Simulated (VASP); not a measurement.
# Tc (P6_3/mmc) in VASP: a series of runs, part 7 of 7

VASP 6.6.1. Earlier steps stand in the parts before.

**102. Equation of state, PBE, 13.87 Å³/atom**

File INCAR:

```
SYSTEM = Tc
ADDGRID  = .FALSE.      
ALGO     = Normal         ! electronic algorithm
EDIFF    = 1E-6           ! SCF threshold, eV
ENCUT    = 550            ! plane-wave cutoff, eV
GGA      = PE             ! functional
ISIF     = 2              ! what is computed and relaxed
ISMEAR   = 0              ! smearing method
LASPH    = .TRUE.         ! aspherical terms in the spheres
LCHARG   = .FALSE.        ! write CHGCAR
LREAL    = .FALSE.        ! projectors in reciprocal space
LWAVE    = .FALSE.        ! write WAVECAR
NELM     = 100            ! most SCF steps
PREC     = Accurate       ! precision mode
SIGMA    = 0.1            ! smearing width, eV
```

File KPOINTS:

```
k-points
0
G
  12 12 6
  0 0 0
```

File POSCAR:

```
Tc
1.0
    2.7123213399      0.0000000000      0.0000000000
   -1.3561606700      2.3489391836      0.0000000000
    0.0000000000      0.0000000000      4.3535727201
Tc
2
Direct
    0.6666666667      0.3333333333      0.7500000000
    0.3333333333      0.6666666667      0.2500000000
```

Potentials or basis: VASP PAW PBE potentials, release 64 (Tc_pv).

Started as:

```console
$ cat potpaw_PBE.64/Tc_pv/POTCAR > POTCAR
$ mpirun -np 1 vasp_std > vasp.out
```

Wall time 38 s (1 thread of AMD EPYC 7R43 (Zen 3), shared host); peak memory 0.14 GiB.

The run converged, but some of its settings lie outside the range that counts as converged, so its numbers aren't taken as properties of the crystal.

What came out:

```
Free energy            : -20.6611 eV
Pressure               : 12.5 GPa
Band gap on the k mesh : none (metal or under the smearing width)
```

**103. Equation of state, PBE, 14.73 Å³/atom**

INCAR is that of step 102.

KPOINTS is that of step 102.

File POSCAR:

```
Tc
1.0
    2.7671304773      0.0000000000      0.0000000000
   -1.3835652386      2.3964052890      0.0000000000
    0.0000000000      0.0000000000      4.4415473866
Tc
2
Direct
    0.6666666667      0.3333333333      0.7500000000
    0.3333333333      0.6666666667      0.2500000000
```

Started as:

```console
$ cat potpaw_PBE.64/Tc_pv/POTCAR > POTCAR
$ mpirun -np 1 vasp_std > vasp.out
```

Run time: 41 s. Hardware: 1 thread of AMD EPYC 7R43 (Zen 3), shared host; peak memory 0.14 GiB.

These settings aren't checked as converged: the numbers below hold their error.

What came out:

```yaml
Free_energy: -20.6897 eV
Pressure: -6.3 GPa
Band_gap_on_the_k_mesh: none (metal or under the smearing width)
```

**104. Equation of state, PBE, 13.87 Å³/atom**

INCAR, as its differences from that of step 103:

```diff
@@ -13,3 +13,3 @@
 NELM     = 100            ! most SCF steps
-PREC     = Accurate       ! precision mode
+PREC     = Low            ! precision mode
 SIGMA    = 0.1            ! smearing width, eV
```

KPOINTS is that of step 103.

File POSCAR:

```
Tc
1.0
    2.7123213399      0.0000000000      0.0000000000
   -1.3561606700      2.3489391836      0.0000000000
    0.0000000000      0.0000000000      4.3535727201
Tc
2
Direct
    0.6666666667      0.3333333333      0.7500000000
    0.3333333333      0.6666666667      0.2500000000
```

Started as:

```console
$ cat potpaw_PBE.64/Tc_pv/POTCAR > POTCAR
$ mpirun -np 1 vasp_std > vasp.out
```

Run time: 17 s. Hardware: 1 thread of AMD EPYC 7R43 (Zen 3), shared host; peak memory 0.09 GiB.

The run converged, but some of its settings lie outside the range that counts as converged, so its numbers aren't taken as properties of the crystal.

Results:

```
Free energy            : -20.6600 eV
Pressure               : 12.5 GPa
Band gap on the k mesh : none (metal or under the smearing width)
```

**105. Equation of state, PBE, 14.73 Å³/atom**

INCAR is that of step 104.

KPOINTS is that of step 104.

File POSCAR:

```
Tc
1.0
    2.7671304773      0.0000000000      0.0000000000
   -1.3835652386      2.3964052890      0.0000000000
    0.0000000000      0.0000000000      4.4415473866
Tc
2
Direct
    0.6666666667      0.3333333333      0.7500000000
    0.3333333333      0.6666666667      0.2500000000
```

Potentials or basis: VASP PAW PBE potentials, release 64 (Tc_pv).

Started as:

```console
$ cat potpaw_PBE.64/Tc_pv/POTCAR > POTCAR
$ mpirun -np 1 vasp_std > vasp.out
```

Wall time 20 s (1 thread of AMD EPYC 7R43 (Zen 3), shared host); peak memory 0.1 GiB.

The run converged, but some of its settings lie outside the range that counts as converged, so its numbers aren't taken as properties of the crystal.

What came out:

```
Free energy            : -20.6889 eV
Pressure               : -6.3 GPa
Band gap on the k mesh : none (metal or under the smearing width)
```

**106. Equation of state, PBE, 13.87 Å³/atom**

INCAR, as its differences from that of step 105:

```diff
@@ -13,3 +13,3 @@
 NELM     = 100            ! most SCF steps
-PREC     = Low            ! precision mode
+PREC     = Normal         ! precision mode
 SIGMA    = 0.1            ! smearing width, eV
```

KPOINTS is that of step 105.

File POSCAR:

```
Tc
1.0
    2.7123213399      0.0000000000      0.0000000000
   -1.3561606700      2.3489391836      0.0000000000
    0.0000000000      0.0000000000      4.3535727201
Tc
2
Direct
    0.6666666667      0.3333333333      0.7500000000
    0.3333333333      0.6666666667      0.2500000000
```

Started as:

```console
$ cat potpaw_PBE.64/Tc_pv/POTCAR > POTCAR
$ mpirun -np 1 vasp_std > vasp.out
```

It took 18 s on 1 thread of AMD EPYC 7R43 (Zen 3), shared host; peak memory 0.11 GiB.

These settings aren't checked as converged: the numbers below hold their error.

Results:

| Item | Value |
| --- | --- |
| Free energy | -20.6611 eV |
| Pressure | 12.5 GPa |
| Band gap on the k mesh | none (metal or under the smearing width) |

**107. Equation of state, PBE, 14.73 Å³/atom**

INCAR is that of step 106.

KPOINTS is that of step 106.

File POSCAR:

```
Tc
1.0
    2.7671304773      0.0000000000      0.0000000000
   -1.3835652386      2.3964052890      0.0000000000
    0.0000000000      0.0000000000      4.4415473866
Tc
2
Direct
    0.6666666667      0.3333333333      0.7500000000
    0.3333333333      0.6666666667      0.2500000000
```

Started as:

```console
$ cat potpaw_PBE.64/Tc_pv/POTCAR > POTCAR
$ mpirun -np 1 vasp_std > vasp.out
```

Wall time 22 s (1 thread of AMD EPYC 7R43 (Zen 3), shared host); peak memory 0.11 GiB.

These settings aren't checked as converged: the numbers below hold their error.

What came out:

* Free energy: -20.6897 eV
* Pressure: -6.3 GPa
* Band gap on the k mesh: none (metal or under the smearing width)

**108. Equation of state, PBE, 13.87 Å³/atom**

INCAR, as its differences from that of step 107:

```diff
@@ -10,6 +10,6 @@
 LCHARG   = .FALSE.        ! write CHGCAR
-LREAL    = .FALSE.        ! projectors in reciprocal space
+LREAL    = Auto         
 LWAVE    = .FALSE.        ! write WAVECAR
 NELM     = 100            ! most SCF steps
-PREC     = Normal         ! precision mode
+PREC     = Accurate       ! precision mode
 SIGMA    = 0.1            ! smearing width, eV
```

KPOINTS is that of step 107.

File POSCAR:

```
Tc
1.0
    2.7123213399      0.0000000000      0.0000000000
   -1.3561606700      2.3489391836      0.0000000000
    0.0000000000      0.0000000000      4.3535727201
Tc
2
Direct
    0.6666666667      0.3333333333      0.7500000000
    0.3333333333      0.6666666667      0.2500000000
```

Potentials or basis: VASP PAW PBE potentials, release 64 (Tc_pv).

Started as:

```console
$ cat potpaw_PBE.64/Tc_pv/POTCAR > POTCAR
$ mpirun -np 1 vasp_std > vasp.out
```

Run time: 79 s. Hardware: 1 thread of AMD EPYC 7R43 (Zen 3), shared host; peak memory 0.13 GiB.

The run converged, but some of its settings lie outside the range that counts as converged, so its numbers aren't taken as properties of the crystal.

What came out:

- Free energy: -20.6620 eV
- Pressure: 12.5 GPa
- Band gap on the k mesh: none (metal or under the smearing width)

**109. Equation of state, PBE, 14.73 Å³/atom**

INCAR is that of step 108.

KPOINTS is that of step 108.

File POSCAR:

```
Tc
1.0
    2.7671304773      0.0000000000      0.0000000000
   -1.3835652386      2.3964052890      0.0000000000
    0.0000000000      0.0000000000      4.4415473866
Tc
2
Direct
    0.6666666667      0.3333333333      0.7500000000
    0.3333333333      0.6666666667      0.2500000000
```

Started as:

```console
$ cat potpaw_PBE.64/Tc_pv/POTCAR > POTCAR
$ mpirun -np 1 vasp_std > vasp.out
```

It took 76 s on 1 thread of AMD EPYC 7R43 (Zen 3), shared host; peak memory 0.13 GiB.

These settings aren't checked as converged: the numbers below hold their error.

Results:

```yaml
Free_energy: -20.6905 eV
Pressure: -6.4 GPa
Band_gap_on_the_k_mesh: none (metal or under the smearing width)
```

**110. Equation of state, PBE, 13.87 Å³/atom**

INCAR, as its differences from that of step 109:

```diff
@@ -3,3 +3,3 @@
 ALGO     = Normal         ! electronic algorithm
-EDIFF    = 1E-6           ! SCF threshold, eV
+EDIFF    = 1E-4           ! SCF threshold, eV
 ENCUT    = 550            ! plane-wave cutoff, eV
@@ -10,3 +10,3 @@
 LCHARG   = .FALSE.        ! write CHGCAR
-LREAL    = Auto         
+LREAL    = .FALSE.        ! projectors in reciprocal space
 LWAVE    = .FALSE.        ! write WAVECAR
```

KPOINTS is that of step 109.

File POSCAR:

```
Tc
1.0
    2.7123213399      0.0000000000      0.0000000000
   -1.3561606700      2.3489391836      0.0000000000
    0.0000000000      0.0000000000      4.3535727201
Tc
2
Direct
    0.6666666667      0.3333333333      0.7500000000
    0.3333333333      0.6666666667      0.2500000000
```

Started as:

```console
$ cat potpaw_PBE.64/Tc_pv/POTCAR > POTCAR
$ mpirun -np 1 vasp_std > vasp.out
```

Run time: 34 s. Hardware: 1 thread of AMD EPYC 7R43 (Zen 3), shared host; peak memory 0.14 GiB.

These settings aren't checked as converged: the numbers below hold their error.

Results:

```yaml
Free_energy: -20.6611 eV
Pressure: 11.6 GPa
Band_gap_on_the_k_mesh: none (metal or under the smearing width)
```

**111. Equation of state, PBE, 14.73 Å³/atom**

INCAR is that of step 110.

KPOINTS is that of step 110.

File POSCAR:

```
Tc
1.0
    2.7671304773      0.0000000000      0.0000000000
   -1.3835652386      2.3964052890      0.0000000000
    0.0000000000      0.0000000000      4.4415473866
Tc
2
Direct
    0.6666666667      0.3333333333      0.7500000000
    0.3333333333      0.6666666667      0.2500000000
```

Potentials or basis: VASP PAW PBE potentials, release 64 (Tc_pv).

Started as:

```console
$ cat potpaw_PBE.64/Tc_pv/POTCAR > POTCAR
$ mpirun -np 1 vasp_std > vasp.out
```

Run time: 35 s. Hardware: 1 thread of AMD EPYC 7R43 (Zen 3), shared host; peak memory 0.14 GiB.

The run converged, but some of its settings lie outside the range that counts as converged, so its numbers aren't taken as properties of the crystal.

Results:

| Quantity | Value |
| --- | --- |
| Free energy | -20.6897 eV |
| Pressure | -6.4 GPa |
| Band gap on the k mesh | none (metal or under the smearing width) |

**112. Equation of state, PBE, 13.87 Å³/atom**

INCAR, as its differences from that of step 111:

```diff
@@ -3,4 +3,4 @@
 ALGO     = Normal         ! electronic algorithm
-EDIFF    = 1E-4           ! SCF threshold, eV
-ENCUT    = 550            ! plane-wave cutoff, eV
+EDIFF    = 1E-6           ! SCF threshold, eV
+ENCUT    = 450            ! plane-wave cutoff, eV
 GGA      = PE             ! functional
```

File KPOINTS:

```
k-points
0
G
  14 14 8
  0 0 0
```

File POSCAR:

```
Tc
1.0
    2.7123213399      0.0000000000      0.0000000000
   -1.3561606700      2.3489391836      0.0000000000
    0.0000000000      0.0000000000      4.3535727201
Tc
2
Direct
    0.6666666667      0.3333333333      0.7500000000
    0.3333333333      0.6666666667      0.2500000000
```

Started as:

```console
$ cat potpaw_PBE.64/Tc_pv/POTCAR > POTCAR
$ mpirun -np 1 vasp_std > vasp.out
```

It took 35 s on 1 thread of AMD EPYC 7R43 (Zen 3), shared host; peak memory 0.12 GiB.

These settings aren't checked as converged: the numbers below hold their error.

Results:

* Free energy: -20.6637 eV
* Pressure: 11.7 GPa
* Band gap on the k mesh: none (metal or under the smearing width)

**113. Equation of state, PBE, 14.73 Å³/atom**

INCAR is that of step 112.

KPOINTS is that of step 112.

File POSCAR:

```
Tc
1.0
    2.7671304773      0.0000000000      0.0000000000
   -1.3835652386      2.3964052890      0.0000000000
    0.0000000000      0.0000000000      4.4415473866
Tc
2
Direct
    0.6666666667      0.3333333333      0.7500000000
    0.3333333333      0.6666666667      0.2500000000
```

Started as:

```console
$ cat potpaw_PBE.64/Tc_pv/POTCAR > POTCAR
$ mpirun -np 1 vasp_std > vasp.out
```

It took 36 s on 1 thread of AMD EPYC 7R43 (Zen 3), shared host; peak memory 0.12 GiB.

These settings aren't checked as converged: the numbers below hold their error.

Results:

* Free energy: -20.6927 eV
* Pressure: -7.0 GPa
* Band gap on the k mesh: none (metal or under the smearing width)

**114. Equation of state, PBE, 13.87 Å³/atom**

INCAR, as its differences from that of step 113:

```diff
@@ -4,3 +4,3 @@
 EDIFF    = 1E-6           ! SCF threshold, eV
-ENCUT    = 450            ! plane-wave cutoff, eV
+ENCUT    = 700            ! plane-wave cutoff, eV
 GGA      = PE             ! functional
```

File KPOINTS:

```
k-points
0
G
  12 12 6
  0 0 0
```

File POSCAR:

```
Tc
1.0
    2.7123213399      0.0000000000      0.0000000000
   -1.3561606700      2.3489391836      0.0000000000
    0.0000000000      0.0000000000      4.3535727201
Tc
2
Direct
    0.6666666667      0.3333333333      0.7500000000
    0.3333333333      0.6666666667      0.2500000000
```

Potentials or basis: VASP PAW PBE potentials, release 64 (Tc_pv).

Started as:

```console
$ cat potpaw_PBE.64/Tc_pv/POTCAR > POTCAR
$ mpirun -np 1 vasp_std > vasp.out
```

It took 42 s on 1 thread of AMD EPYC 7R43 (Zen 3), shared host; peak memory 0.15 GiB.

The run converged, but some of its settings lie outside the range that counts as converged, so its numbers aren't taken as properties of the crystal.

What came out:

```
Free energy            : -20.6611 eV
Pressure               : 12.4 GPa
Band gap on the k mesh : none (metal or under the smearing width)
```

**115. Equation of state, PBE, 14.73 Å³/atom**

INCAR is that of step 114.

KPOINTS is that of step 114.

File POSCAR:

```
Tc
1.0
    2.7671304773      0.0000000000      0.0000000000
   -1.3835652386      2.3964052890      0.0000000000
    0.0000000000      0.0000000000      4.4415473866
Tc
2
Direct
    0.6666666667      0.3333333333      0.7500000000
    0.3333333333      0.6666666667      0.2500000000
```

Started as:

```console
$ cat potpaw_PBE.64/Tc_pv/POTCAR > POTCAR
$ mpirun -np 1 vasp_std > vasp.out
```

Wall time 42 s (1 thread of AMD EPYC 7R43 (Zen 3), shared host); peak memory 0.16 GiB.

The run converged, but some of its settings lie outside the range that counts as converged, so its numbers aren't taken as properties of the crystal.

Results:

```
Free energy            : -20.6895 eV
Pressure               : -6.3 GPa
Band gap on the k mesh : none (metal or under the smearing width)
```

**116. Equation of state, PBE, 13.87 Å³/atom**

INCAR, as its differences from that of step 115:

```diff
@@ -4,3 +4,3 @@
 EDIFF    = 1E-6           ! SCF threshold, eV
-ENCUT    = 700            ! plane-wave cutoff, eV
+ENCUT    = 550            ! plane-wave cutoff, eV
 GGA      = PE             ! functional
```

File KPOINTS:

```
k-points
0
G
  14 14 8
  0 0 0
```

File POSCAR:

```
Tc
1.0
    2.7123213399      0.0000000000      0.0000000000
   -1.3561606700      2.3489391836      0.0000000000
    0.0000000000      0.0000000000      4.3535727201
Tc
2
Direct
    0.6666666667      0.3333333333      0.7500000000
    0.3333333333      0.6666666667      0.2500000000
```

Started as:

```console
$ cat potpaw_PBE.64/Tc_pv/POTCAR > POTCAR
$ mpirun -np 1 vasp_std > vasp.out
```

It took 55 s on 1 thread of AMD EPYC 7R43 (Zen 3), shared host; peak memory 0.15 GiB.

The run converged, but some of its settings lie outside the range that counts as converged, so its numbers aren't taken as properties of the crystal.

Results:

| Item | Value |
| --- | --- |
| Free energy | -20.6647 eV |
| Pressure | 12.5 GPa |
| Band gap on the k mesh | none (metal or under the smearing width) |

**117. Equation of state, PBE, 14.73 Å³/atom**

INCAR is that of step 116.

KPOINTS is that of step 116.

File POSCAR:

```
Tc
1.0
    2.7671304773      0.0000000000      0.0000000000
   -1.3835652386      2.3964052890      0.0000000000
    0.0000000000      0.0000000000      4.4415473866
Tc
2
Direct
    0.6666666667      0.3333333333      0.7500000000
    0.3333333333      0.6666666667      0.2500000000
```

Potentials or basis: VASP PAW PBE potentials, release 64 (Tc_pv).

Started as:

```console
$ cat potpaw_PBE.64/Tc_pv/POTCAR > POTCAR
$ mpirun -np 1 vasp_std > vasp.out
```

Run time: 60 s. Hardware: 1 thread of AMD EPYC 7R43 (Zen 3), shared host; peak memory 0.15 GiB.

The run converged, but some of its settings lie outside the range that counts as converged, so its numbers aren't taken as properties of the crystal.

What came out:

```
Free energy            : -20.6938 eV
Pressure               : -6.2 GPa
Band gap on the k mesh : none (metal or under the smearing width)
```

**118. For comparison**

An earlier run on the cell as given: functional PBE; potentials or basis VASP PAW PBE potentials, release 64 (Tc_pv); cutoff 520 eV; k mesh 11 × 11 × 6; occupations fermi-dirac, width 0.05 eV; no spin polarisation.

- Pressure: 2.3 GPa
- Band gap on the k mesh: none (metal or under the smearing width)
